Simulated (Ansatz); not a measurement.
AlNi:

```xyz
2
Lattice="1.9387 -1.9532 0.0000 1.9387 1.9532 0.0000 0.0000 0.0000 3.0994" Properties=species:S:1:pos:R:3 pbc="T T T"
Ni    1.9387    0.0000    1.5497
Al    0.0000    0.0000    0.0000
```

The cell comes from a database or a generator and needn't be the stable form of this composition.

```yaml
Program: Ansatz 0.2.0
Task: single point
Functional: PBEsol
Potentials_or_basis: all-electron LAPW, scalar-relativistic
Cutoff: 259 eV (chosen from the basis error)
Basis_error_allowed: 0.001 eV/atom
k_mesh: 10 × 10 × 9
Occupations: fermi-dirac, width 0.05 eV
Spin: collinear spin, ferromagnetic start
Starting_moments: "[1.0, 0.0] μB"
```

On this cell: pressure 0.4 GPa; largest force under 0.003 eV/Å; net moment 0.00 μB per cell; band gap on the k mesh none (metal or under the smearing width).

The same run follows on a disturbed copy (atoms moved at random, drawn with an rms of 0.05 Å):

```
Ni Al
1.0
     1.93869   -1.95319    0.00000
     1.93869    1.95319    0.00000
     0.00000    0.00000    3.09943
Ni Al
1 1
Direct
  0.49749 0.50835 0.50137
  0.99686 0.98226 0.99410
```

Task: What does the disturbed cell give?

Result: The energy (extrapolated to zero smearing) moves by +8.2 meV/atom; pressure 0.8 GPa; largest force 0.439 eV/Å; net moment 0.00 μB per cell; band gap on the k mesh none (metal or under the smearing width).

Forces on the atoms (eV/Å):
```
Ni  -0.307 -0.278 -0.147
Al   0.307  0.278  0.147
```

Stress tensor (GPa, compression positive):
```
 3.90 -0.10  0.19
-0.10  2.21  0.17
 0.19  0.17 -3.76
```

Caveats: the starting moments weren't kept.
